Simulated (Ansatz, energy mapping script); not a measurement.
# CoO: exchange couplings from total energies

How strongly do the moments of CoO couple under PBE+15 % on-site EXX? The plan is to run several orders and fit a Heisenberg model.

Program: Ansatz 0.2.0. Level of theory: PBE with 15 % exact exchange on Co d, ortho-atomic projectors; plane waves, collinear spin, no spin–orbit coupling. Results are calculated unless marked as measured.

In doubt: warnings of the run leave room for a lower electronic state (steps 2, 4, 5), so energies may not be the lowest and differences between runs may mislead.

## (1) The starting structure

The structure is trigonal, space group R-3m (No. 166). The conventional cell has a = 3.011 Å, b = 3.011 Å, c = 7.320 Å, α = 90.00°, β = 90.00°, γ = 120.00°. Co has 6 O at 2.12 Å nearest. Nearest to O lie 6 Co at 2.12 Å. Farther neighbours and most contacts between anions are not listed.

The cell comes from a database of computed structures, and need not be the one that the compound takes in experiment.

Exact exchange inside the open shell alone is meant to stand in for a hybrid functional at about the cost of a +U run; the other states stay uncorrected.

## (2) Run 1 (parallel; cell A, 4 atoms)

The parallel order is the zero of energy for this cell and mesh.

input.yaml reads:

```yaml
crystal:
  lattice:
    - [1.505469545, 0.869183247, 2.439926906]
    - [1.505469545, -0.869183247, -2.439926906]
    - [-1.505469545, 4.345916235, -2.439926906]
  atoms:
    - { symbol: Co, position: [0.0, 0.5, 0.5], spin: 3.0 }
    - { symbol: Co, position: [0.0, 0.0, 0.0], spin: 3.0 }
    - { symbol: O, position: [0.5, 0.75, 0.25] }
    - { symbol: O, position: [0.5, 0.25, 0.75] }
magnetization:
  spin_polarized: true
kpoints:
  mp_grid: { grid: [10, 10, 10] }
hamiltonian:
  xc: pbe
  hubbard:
    sites: [{ species: Co, l: d, exx: { coeff: 0.15 } }]
    projectors: ortho-atomic
scf:
  occupations: { method: fermi_dirac, width: 0.05 }
output:
  eigenvalues: true
```

Run with:

```bash
> ansatz run input.yaml --threads 4 --pin off --max-ram 8192MiB --backend cpu --events-out ev --progress --plain --runs-dir out
```

Numbers of over 12 decimals in the logs are rounded to 6 here.

Output:

```text
Engine: ansatz 0.2.0, aarch64-unknown-linux-gnu
Pseudopotentials: kind: paw
Pseudopotential: Co, paw, valence charge 17, recommended cutoff 420 eV (normal), Co.paw.azcp
Pseudopotential: O, paw, valence charge 6, recommended cutoff 420 eV (normal), O.paw.azcp
Functional definition: PBE
  parameter kappa = 0.804
  parameter beta = 0.066725
  exchange = pbe_x(kappa = kappa, mu = beta*pi^2/3)
  correlation = pbe_c(beta = beta)
Crystal: 4 atoms, lattice volume = 38.313 Å³
Basis set: ecut = 420 eV, 707 PW (Γ)
Bands: 32, of which v1, the nominal top of the filled ones, is band 23 counted from 1 (22 counted from 0)
Symmetry: 8 space group operations
Space group: R-3m (ITA 166), of the structure as read, at distance tolerance 3.4e-5 Å
Magnetic group: BNS 166.97 (UNI 1327), of the structure as read, at distance tolerance 3.4e-5 Å
k-points: 282 of 1000
Non-local potential: Co, projectors of the file, l = 0: 3, l = 1: 2, l = 2: 3, l = 3: 1
Non-local potential: O, projectors of the file, l = 0: 2, l = 1: 2, l = 2: 1
PAW form: soft (Blöchl's): semilocal exchange-correlation on the pseudo side does not see the compensation charge
PAW one-centre angular grid: Co, 590 points (default); XC on 64 Gauss nodes
PAW one-centre angular grid: O, 110 points (default); XC on 64 Gauss nodes
Initial density: superposition of atomic densities (chi_scale 0.1, normalization cell, long waves kept (reshape's long-wave potential 0.00 eV rms))
Starting moments: Σ|m| = 6 μB on 2 of 4 sites
Initial wavefunctions: pseudopotential atomic-orbital guess
Functional: x = pbe(κ = 0.804, μ = 0.219515), c = pbe(β = 0.066725)
SCF iter   1: F=—  HF=-11374.031887 eV  |F-HF|=—  |Δ(HF+E_count)|=         —  Δρ=2.54e-1 (↑7.79e-2 ↓2.54e-1)  dr2=3.12e1  dr2_m=3.26e0  M=4.189 μB ∫|m|=4.189 μB  β_m=0.30  ethr=3.10e-3  ⟨swp⟩=5.6  Hψ=65305  notcnv=0  defer=14
preconditioner: auto → Kerker (q_TF=auto, 2.813 Å⁻¹)  [metal: Δε(μ)=0.001 eV  Ē_g=12.700 eV  σ=0.050 eV  W_gap=0.00  n_scr=16 (ndim 8)  ℏωp=32.9 eV  f_vac=0.000  D(μ)=8.21/eV (n_scr^D=140)]
spin=Collinear: Kerker preconditioning applied to the charge; magnetization (m = ρ↑ − ρ↓) channel mixes plain (no charge-response kernel on spin).
SCF iter   2: F=—  HF=-11371.669192 eV  |F-HF|=—  |Δ(HF+E_count)|=    2.36e0  Δρ=7.70e-2 (↑4.75e-2 ↓7.70e-2)  dr2=1.10e0  dr2_m=8.16e-1  M=6.000 μB ∫|m|=6.001 μB  β_m=1.00  ethr=3.10e-3  ⟨swp⟩=3.0  Hψ=42499  notcnv=0  defer=1200
SCF iter   3: F=—  HF=-11371.785878 eV  |F-HF|=—  |Δ(HF+E_count)|=   1.17e-1  Δρ=2.79e-2 (↑2.79e-2 ↓2.60e-2)  dr2=4.03e-1  dr2_m=8.76e-3  M=6.000 μB ∫|m|=6.018 μB  β_m=1.00  ethr=2.40e-3  ⟨swp⟩=3.1  Hψ=38089  notcnv=0  defer=1063
SCF iter   4: F=—  HF=-11372.247762 eV  |F-HF|=—  |Δ(HF+E_count)|=   4.62e-1  Δρ=1.75e-2 (↑1.19e-2 ↓1.75e-2)  dr2=1.99e-1  dr2_m=3.88e-3  M=5.999 μB ∫|m|=6.022 μB  β_m=0.30  ethr=8.76e-4  ⟨swp⟩=2.5  Hψ=32799  notcnv=0  defer=1075
Mixer restart at iter 4: flushing history
spin-set hold released at iteration 4 (site moments contracting): the magnetisation degrees of freedom join the quasi-Newton model from the next iteration; the mixer history was flushed
SCF iter   5: F=—  HF=-11372.385499 eV  |F-HF|=—  |Δ(HF+E_count)|=   1.38e-1  Δρ=5.86e-3 (↑4.62e-3 ↓5.86e-3)  dr2=1.30e-2  dr2_m=9.32e-4  M=6.000 μB ∫|m|=6.030 μB  β_m=0.50  ethr=4.33e-4  ⟨swp⟩=2.5  Hψ=29654  notcnv=0  defer=1722
SCF iter   6: F=—  HF=-11372.571313 eV  |F-HF|=—  |Δ(HF+E_count)|=   1.86e-1  Δρ=6.84e-3 (↑2.10e-3 ↓6.84e-3)  dr2=6.45e-3  dr2_m=3.79e-3  M=6.000 μB ∫|m|=6.033 μB  β_m=0.71  ethr=2.82e-5  ⟨swp⟩=2.0  Hψ=32991  notcnv=0  defer=1724
SCF iter   7: F=—  HF=-11372.659443 eV  |F-HF|=—  |Δ(HF+E_count)|=   8.81e-2  Δρ=1.76e-2 (↑1.15e-3 ↓1.76e-2)  dr2=2.58e-2  dr2_m=2.66e-2  M=6.000 μB ∫|m|=6.034 μB  β_m=0.85  ethr=1.40e-5  ⟨swp⟩=2.0  Hψ=32642  notcnv=0  defer=1724  recentre
SCF iter   8: F=—  HF=-11372.644892 eV  |F-HF|=—  |Δ(HF+E_count)|=   1.46e-2  Δρ=1.62e-2 (↑2.33e-3 ↓1.62e-2)  dr2=2.34e-2  dr2_m=2.22e-2  M=6.000 μB ∫|m|=6.034 μB  β_m=0.93  ethr=1.40e-5  ⟨swp⟩=2.3  Hψ=26360  notcnv=0  defer=1714
SCF iter   9: F=—  HF=-11372.608104 eV  |F-HF|=—  |Δ(HF+E_count)|=   3.68e-2  Δρ=4.48e-3 (↑4.35e-4 ↓4.48e-3)  dr2=1.81e-3  dr2_m=1.74e-3  M=5.999 μB ∫|m|=6.035 μB  β_m=0.96  ethr=1.40e-5  ⟨swp⟩=2.0  Hψ=32570  notcnv=0  defer=1716
[...]
SCF 1 converged in 18 iterations: F = -11372.606640 eV  dr2 = 1.47e-8
  greatest PAW one-centre occupation: 1.003 electrons in one spin orbital (limit 2), on the Co atom at site 1 (counted from 0), in its partial waves of l = 1
Following the negative reading down, search 1: the free energy F (with its fill's electron-count term) along its direction. At the converged state itself: F - F(close) = -7.458e-11 eV
  point 1 (+, 4.0e-4 eV away): F - F(close) = -1.735e-3 eV
  point 2 (+, 1.6e-3 eV away): F - F(close) = -6.772e-3 eV
  point 3 (+, 6.4e-3 eV away): F - F(close) = -2.539e-2 eV
  point 4 (+, 2.6e-2 eV away): F - F(close) = -8.584e-2 eV
  point 5 (+, 1.0e-1 eV away): F - F(close) = -2.397e-1 eV
  point 6 (+, 4.1e-1 eV away): F - F(close) = -5.191e-1 eV
  point 7 (+, 1.6e0 eV away): F - F(close) = -8.530e-1 eV
  point 8 (+, 6.6e0 eV away): F - F(close) = -9.202e-1 eV
  point 9 (+, 2.6e1 eV away): F - F(close) = -6.060e-1 eV
[...]
SCF iter   4: F=—  HF=-11373.905261 eV  |F-HF|=—  |Δ(HF+E_count)|=   8.67e-4  Δρ=1.41e-3 (↑8.70e-4 ↓1.41e-3)  dr2=1.47e-3  dr2_m=5.71e-5  M=6.000 μB ∫|m|=6.016 μB  ethr=2.17e-6  ⟨swp⟩=4.0  Hψ=104018  notcnv=0
SCF iter   5: F=—  HF=-11373.907116 eV  |F-HF|=—  |Δ(HF+E_count)|=   1.85e-3  Δρ=2.09e-4 (↑1.36e-4 ↓2.09e-4)  dr2=8.91e-6  dr2_m=5.73e-6  M=6.000 μB ∫|m|=6.016 μB  ethr=2.17e-6  ⟨swp⟩=4.2  Hψ=96118  notcnv=0
SCF iter   6: F=—  HF=-11373.907196 eV  |F-HF|=—  |Δ(HF+E_count)|=   8.03e-5  Δρ=2.95e-5 (↑2.50e-5 ↓2.95e-5)  dr2=3.54e-7  dr2_m=1.90e-8  M=6.000 μB ∫|m|=6.016 μB  ethr=1.94e-8  ⟨swp⟩=3.4  Hψ=67210  notcnv=0
SCF iter   7: F=-11373.907197 eV  HF=-11373.907197 eV  |F-HF|=2.06e-8  |Δ(HF+E_count)|=   9.60e-8  Δρ=6.63e-6 (↑6.63e-6 ↓3.37e-6)  dr2=1.41e-8  dr2_m=1.49e-9  M=6.000 μB ∫|m|=6.016 μB  ethr=2.17e-10  ⟨swp⟩=2.2  Hψ=58965  notcnv=0
SCF iter   8: F=-11373.907197 eV  HF=-11373.907197 eV  |F-HF|=2.05e-8  |Δ(HF+E_count)|=  1.64e-11  Δρ=6.61e-6 (↑6.61e-6 ↓3.39e-6)  dr2=1.40e-8  dr2_m=1.46e-9  M=6.000 μB ∫|m|=6.016 μB  ethr=3.06e-11  ⟨swp⟩=1.2  Hψ=58392  notcnv=0
SCF 2 converged in 8 iterations: F = -11373.907197 eV  dr2 = 1.40e-8
  greatest PAW one-centre occupation: 1.004 electrons in one spin orbital (limit 2), on the Co atom at site 1 (counted from 0), in its partial waves of l = 1
The result is that of the SCF that stage 1 started: 1.3 eV lower in free energy than the state whose close was followed first; 48 iterations were spent on what was left
Symmetry: 2 space group operations
k-points: 504 of 1000
Initial density: read from a saved state, or passed on in memory by an earlier SCF of this step, an earlier step, the calling program or the single point that the run made first
Initial wavefunctions: those read from a saved state, or passed on in memory by an earlier step or the calling program
iter 1 solved again at ethr=3.05e-11 eV; its pass at ethr=2.17e-6 eV (dr2=1.40e-8 eV) is discarded
SCF iter   1: F=—  HF=-11373.907197 eV  |F-HF|=—  |Δ(HF+E_count)|=         —  Δρ=6.61e-6 (↑6.61e-6 ↓3.40e-6)  dr2=1.40e-8  dr2_m=1.46e-9  M=6.000 μB ∫|m|=6.016 μB  ethr=3.05e-11  ⟨swp⟩=1.0  Hψ=149230  notcnv=0
preconditioner: auto → none  [insulator: Δε(μ)=1.053 eV  Ē_g=13.058 eV  σ=0.050 eV  W_gap=1.00  n_scr=16 (ndim 8)  ℏωp=32.9 eV  f_vac=0.000  D(μ)=0.00/eV (n_scr^D=0)  ε∞_Penn≈7.3]
SCF iter   2: F=—  HF=-11373.907195 eV  |F-HF|=—  |Δ(HF+E_count)|=   1.36e-6  Δρ=5.59e-5 (↑4.98e-5 ↓5.59e-5)  dr2=1.91e-6  dr2_m=7.75e-8  M=6.000 μB ∫|m|=6.016 μB  ethr=2.17e-6  ⟨swp⟩=2.6  Hψ=122649  notcnv=0
SCF iter   3: F=—  HF=-11373.907197 eV  |F-HF|=—  |Δ(HF+E_count)|=   1.35e-6  Δρ=1.02e-5 (↑7.85e-6 ↓1.02e-5)  dr2=7.71e-8  dr2_m=1.51e-9  M=6.000 μB ∫|m|=6.016 μB  ethr=2.17e-10  ⟨swp⟩=2.3  Hψ=84492  notcnv=0
SCF iter   4: F=-11373.907197 eV  HF=-11373.907197 eV  |F-HF|=1.27e-9  |Δ(HF+E_count)|=   3.56e-9  Δρ=1.34e-6 (↑1.18e-6 ↓1.34e-6)  dr2=1.04e-9  dr2_m=1.96e-11  M=6.000 μB ∫|m|=6.016 μB  ethr=2.11e-10  ⟨swp⟩=1.0  Hψ=68545  notcnv=0
an SCF along what the orbitals of the run's state read of its open shells (or to have them read: on a GPU, or by another smearing), with 6 of the crystal's symmetry operations given up (504 k-points in place of 282), reached no lower state that the run goes on to. This is no proof of a minimum
WARN: The SCF behind a search for a lower state had not converged behind 30 iterations. Another took its place, and the run ends on its state or on one found behind it. That no lower state lies beside that one is not known: compare its free energy with those of runs from other starting moments or densities.
SCF converged after 8 iterations
Stability not told: the lowest value that the SCF's own minimisation read on its close, 6.8e-2 (residual 3.5e-4), is positive but too near zero to vouch for directions that it does not look along: no lower mode is shown, and none is ruled out
Magnetization: 6.0000 μB (26.0000 up, 20.0000 down)
Absolute magnetization: 6.0132 μB (∫|ρ↑−ρ↓|, with the PAW one-centre terms)
Spin contamination: 0.0071 ħ² per cell (⟨S²⟩ above its minimum at these occupations)
Per-site moments (μB) at R_I (Å): [(2.616329, 0.876039), (2.616329, 0.876039), (0.214821, 0.876039), (0.214821, 0.876039)]
Free energy (F): -11373.907197 eV
Harris-Foulkes:  -11373.907197 eV  (|F-HF|=2.05e-8)
Internal energy: -11373.907196 eV  (E = F + TS)
E sigma→0 (E₀):  -11373.907196 eV
Entropy (-TS):   -0.000000 eV (-0.000 meV/atom)
Fermi energy:    14.608320 eV
--- Per-component energies (eV) ---
  E_band       = -615.948696
  E_kinetic    = 1235.223782
  E_local      = -6833.822173  (includes V_loc(G=0)·N_el)
  E_nonlocal   = 1028.138601
  E_hartree    = 2803.513587
  E_xc         = -458.056932
  E_vxc        = -588.630745  (∫ρ·V_xc dr)
  E_hubbard    = 9.873855  (on-site DFT+U / exact-exchange correction)
  E_vhub       = -8.320293  (the Hubbard potential's part of the band-sum identity)
  E_paw        = -3353.414434  (= ΣΔE_a)
  E_vpaw       = -1055.558827  (= ΣTr[D̂ρ^β])
  E_aug_tail   = 0.005068  (compensation charges beyond the density's cutoff)
  E_ewald      = -5805.368552
  E_smearing   = -0.000000  (= −TS)
  E_closure    = 0.000000  (closes the sum)
  Σ components = -11373.907197   (vs F -11373.907197, Δ=0.00e0)
--- On-site exact exchange (per corrected site; eV) ---
  site 0 (l=d): alpha=0.1500 dc=exchange radial=all-electron (raw norm 1.0000)  F^k = [24.0241, 10.8035, 6.6660, 0.0000]  J_bar=1.2478  alpha(F0-J_bar)=3.4164
           E_x^HF=-99.076239  E_dc=-131.989090  alpha(E_x^HF-E_dc)=4.936928
  site 1 (l=d): alpha=0.1500 dc=exchange radial=all-electron (raw norm 1.0000)  F^k = [24.0241, 10.8035, 6.6660, 0.0000]  J_bar=1.2478  alpha(F0-J_bar)=3.4164
           E_x^HF=-99.076239  E_dc=-131.989090  alpha(E_x^HF-E_dc)=4.936928
--- Band table (eV; the first three rows and the last of 564) ---
  k-point 0 ↑: bands = [... 19 lower, 11.0159, 11.3027, 11.3105, 11.3105, 11.8195, 13.9167, 14.0319, 15.0848, ... 5 higher]
  k-point 1 ↑: bands = [... 19 lower, 10.9959, 11.2294, 11.4366, 11.4636, 11.7864, 13.8708, 13.9856, 15.2958, ... 5 higher]
  k-point 2 ↑: bands = [... 19 lower, 10.9384, 11.1289, 11.6955, 11.7500, 11.8061, 13.7368, 13.8505, 15.8253, ... 5 higher]
  k-point 281 ↓: bands = [... 19 lower, 13.0219, 15.8225, 16.1759, 16.2714, 16.5167, 17.9836, 17.9836, 19.4127, ... 5 higher]
Occupation matrices written to <dir>
```

Run time: 3.8 min. Hardware: 4 threads of Arm Neoverse V1, shared host; peak memory 3.6 GiB.

Spin moment in the sphere by atom:

```tsv
atom	spin moment in the sphere (μB)
Co1	2.62
Co2	2.62
O3	0.21
O4	0.21
```

The run ends ferromagnetic.

## (3) Order 2: compensated +−, cell A of 4 atoms

This order reverses 6 of the 12 neighbours at 3.00 Å, 6 of the 6 neighbours at 4.25 Å and 12 of the 24 neighbours at 5.20 Å, counted for an average magnetic atom.

Edit input.yaml of step 2 so:

```diff
@@ -7,3 +7,3 @@
     - { symbol: Co, position: [0.0, 0.5, 0.5], spin: 3.0 }
-    - { symbol: Co, position: [0.0, 0.0, 0.0], spin: 3.0 }
+    - { symbol: Co, position: [0.0, 0.0, 0.0], spin: -3.0 }
     - { symbol: O, position: [0.5, 0.75, 0.25] }
```

Output:

```text
[...]
Crystal: 4 atoms, lattice volume = 38.313 Å³
Basis set: ecut = 420 eV, 707 PW (Γ)
Bands: 32, of which v1, the nominal top of the filled ones, is band 23 counted from 1 (22 counted from 0)
Symmetry: 4 space group operations
[...]
k-points: 282 of 1000
[...]
Starting moments: Σ|m| = 6 μB on 2 of 4 sites
Starting magnetic order: antiferromagnet; a translation exchanges its spin sublattices: spin-degenerate at every k-point
[...]
SCF iter   1: F=—  HF=-11374.438727 eV  |F-HF|=—  |Δ(HF+E_count)|=         —  Δρ=1.74e-1 (↑1.74e-1 ↓1.74e-1)  dr2=2.86e1  dr2_m=2.31e0  M=0.000 μB ∫|m|=3.887 μB  β_m=0.30  ethr=3.10e-3  ⟨swp⟩=5.5  Hψ=66050  notcnv=0  defer=186
[...]
SCF iter  25: F=-11374.095834 eV  HF=-11374.095834 eV  |F-HF|=1.92e-9  |Δ(HF+E_count)|=   7.50e-8  Δρ=1.33e-6 (↑1.22e-6 ↓1.33e-6)  dr2=2.33e-9  dr2_m=2.04e-10  M=-0.000 μB ∫|m|=5.499 μB  ethr=6.32e-11  ⟨swp⟩=1.0  Hψ=49353  notcnv=0
SCF 1 converged in 25 iterations: F = -11374.095834 eV  dr2 = 2.33e-9
[...]
an SCF towards the filling of the open d shells in which the orbitals that avoid the neighbouring atoms hold both spins ahead of the others, with the run's symmetry operations kept, reached no lower state that the run goes on to. This is no proof of a minimum
Symmetry: 2 space group operations
k-points: 504 of 1000
[...]
SCF converged after 25 iterations
an eigenvalue changed by more than its tolerance at an iteration that met the thresholds in force, so the SCF went on 2 times, its first undamped step at iteration 23: the last check found none over its tolerance
Magnetization: -0.0000 μB (23.0000 up, 23.0000 down)
Absolute magnetization: 5.4963 μB (∫|ρ↑−ρ↓|, with the PAW one-centre terms)
[...]
Per-site moments (μB) at R_I (Å): [(2.540787, 0.876039), (-2.540790, 0.876039), (1.067045742973539e-6, 0.876039), (1.0670457428220739e-6, 0.876039)]
Free energy (F): -11374.095834 eV
[...]
Internal energy: -11374.095834 eV  (E = F + TS)
E sigma→0 (E₀):  -11374.095834 eV
Fermi energy:    14.549385 eV
[...]
--- On-site exact exchange (per corrected site; eV) ---
[...]
E_x^HF=-99.082056  E_dc=-132.423870  alpha(E_x^HF-E_dc)=5.001272
[...]
E_x^HF=-99.082020  E_dc=-132.423795  alpha(E_x^HF-E_dc)=5.001266
--- Band table (eV; the first three rows and the last of 564) ---
  k-point 0 ↑: bands = [... 19 lower, 12.0899, 12.1097, 12.5273, 12.5377, 15.3639, 15.7857, 17.0786, 17.0850, ... 5 higher]
  k-point 1 ↑: bands = [... 19 lower, 12.2283, 12.2515, 12.5350, 12.5438, 15.5701, 15.7623, 17.0568, 17.0625, ... 5 higher]
  k-point 2 ↑: bands = [... 19 lower, 12.3801, 12.4027, 12.6371, 12.6454, 15.7021, 16.0889, 16.9992, 17.0029, ... 5 higher]
  k-point 281 ↓: bands = [... 19 lower, 12.1266, 12.5890, 12.8021, 13.5679, 16.0835, 17.1533, 17.2855, 19.2242, ... 5 higher]
Occupation matrices written to <dir>
```

Wall time 1.7 min (4 threads); peak memory 3.6 GiB; 6.7 min of CPU time.

Spin moment in the sphere by atom:

```tsv
atom	spin moment in the sphere (μB)
Co1	2.54
Co2	-2.54
O3	0.00
O4	0.00
```

The run ends antiferromagnetic, 94.32 meV a magnetic atom below the parallel order of its cell, a difference that unlike orbital or electronic states can set, not exchange alone.

## (4) Parallel start in cell B (4 atoms)

The parallel order again, as the reference for this cell.

This run holds the same structure in another cell (b 2.996 → 3.011 Å, c 5.206 → 4.247 Å, α 90.3 → 90.0°, β 106.5 → 90.4°, γ 119.7 → 90.0°).

input.yaml, the sections that differ from step 3:

```yaml
crystal:
  lattice:
    - [-1.505469545, -0.869183247, -2.439926906]
    - [-1.505469545, 2.607549741, 0.0]
    - [3.01093909, 1.738366494, -2.439926906]
  atoms:
    - { symbol: Co, position: [0.5, 0.5, 0.5], spin: 3.0 }
    - { symbol: Co, position: [0.0, 0.0, 0.0], spin: 3.0 }
    - { symbol: O, position: [0.5, 0.5, 0.0] }
    - { symbol: O, position: [0.0, 0.0, 0.5] }
kpoints:
  mp_grid: { grid: [9, 9, 6] }
# magnetization, hamiltonian, scf, output: as in step 3
```

Output:

```text
[...]
Crystal: 4 atoms, lattice volume = 38.313 Å³
Basis set: ecut = 420 eV, 723 PW (Γ)
Bands: 32, of which v1, the nominal top of the filled ones, is band 23 counted from 1 (22 counted from 0)
Symmetry: 8 space group operations
[...]
k-points: 140 of 486
[...]
Starting moments: Σ|m| = 6 μB on 2 of 4 sites
[...]
k-point 1 ↑: bands = [... 19 lower, 10.2531, 10.9203, 11.0336, 11.4059, 11.5081, 11.5191, 11.5475, 15.8247, ... 5 higher]
  k-point 2 ↑: bands = [... 19 lower, 10.0379, 11.3030, 11.4817, 11.5481, 11.6998, 11.7895, 11.7937, 17.4230, ... 5 higher]
  k-point 139 ↓: bands = [... 19 lower, 13.1014, 15.8687, 15.9123, 16.2931, 16.4462, 16.6000, 16.6343, 21.2836, ... 5 higher]
Occupation matrices written to <dir>
[key lines of the parts left out:]
SCF converged after 16 iterations
Magnetization: 6.0000 μB (26.0000 up, 20.0000 down)
Free energy (F): -11373.907685 eV
Fermi energy:    14.597875 eV
```

Run time: 77 s. Hardware: 4 threads; peak memory 1.2 GiB; 4.8 min of CPU time.

The run ends ferromagnetic. For each magnetic atom its energy differs from the parallel run of the first cell by -0.24 meV, an error that one common reference would have brought in.

## (5) Run 4 (compensated +−; cell B, 4 atoms)

This order reverses 8 of the 12 neighbours at 3.00 Å, 0 of the 6 neighbours at 4.25 Å and 16 of the 24 neighbours at 5.20 Å, counted for an average magnetic atom.

Edit input.yaml of step 4 so:

```diff
@@ -7,3 +7,3 @@
     - { symbol: Co, position: [0.5, 0.5, 0.5], spin: 3.0 }
-    - { symbol: Co, position: [0.0, 0.0, 0.0], spin: 3.0 }
+    - { symbol: Co, position: [0.0, 0.0, 0.0], spin: -3.0 }
     - { symbol: O, position: [0.5, 0.5, 0.0] }
```

Output:

```text
[...]
Crystal: 4 atoms, lattice volume = 38.313 Å³
Basis set: ecut = 420 eV, 723 PW (Γ)
Bands: 32, of which v1, the nominal top of the filled ones, is band 23 counted from 1 (22 counted from 0)
Symmetry: 4 space group operations
[...]
k-points: 140 of 486
[...]
Starting moments: Σ|m| = 6 μB on 2 of 4 sites
[...]
k-point 1 ↑: bands = [... 19 lower, 11.5165, 11.6819, 11.8080, 12.6950, 15.5461, 15.9189, 15.9492, 16.4238, ... 5 higher]
  k-point 2 ↑: bands = [... 19 lower, 11.6628, 11.8671, 11.9505, 12.9115, 15.6531, 15.9233, 16.2101, 17.9023, ... 5 higher]
  k-point 139 ↓: bands = [... 19 lower, 11.2142, 11.4583, 12.4563, 12.8413, 15.8409, 16.4024, 16.5415, 20.3963, ... 5 higher]
Occupation matrices written to <dir>
[key lines of the parts left out:]
SCF converged after 20 iterations
Magnetization: -0.0000 μB (23.0000 up, 23.0000 down)
Free energy (F): -11373.870090 eV
Fermi energy:    14.796078 eV
```

The job ended after 86 s (4 threads; peak memory 1.9 GiB; 5.6 min of CPU time).

The run ends antiferromagnetic, 18.80 meV a magnetic atom above the parallel order of its cell, a difference that unlike orbital or electronic states can set, not exchange alone.

(Part 1 of 2 ends here.)

[Logs and program files are shortened in this print: banners, set-up blocks, solver, clock and traceback lines can be left out without a mark of their own.]

[Logs are printed without paths, hosts, clocks, repeated set-up lines and the standing remarks that a program may print on its own settings, such as how far it seeks lower states.]

[Hosts, paths, dates, database ids (printed as entryN), source tags and the programs' standing remarks are cut or masked in the printed files.]

[Where a cell is said to come from a database of computed structures, the database is the Materials Project.]
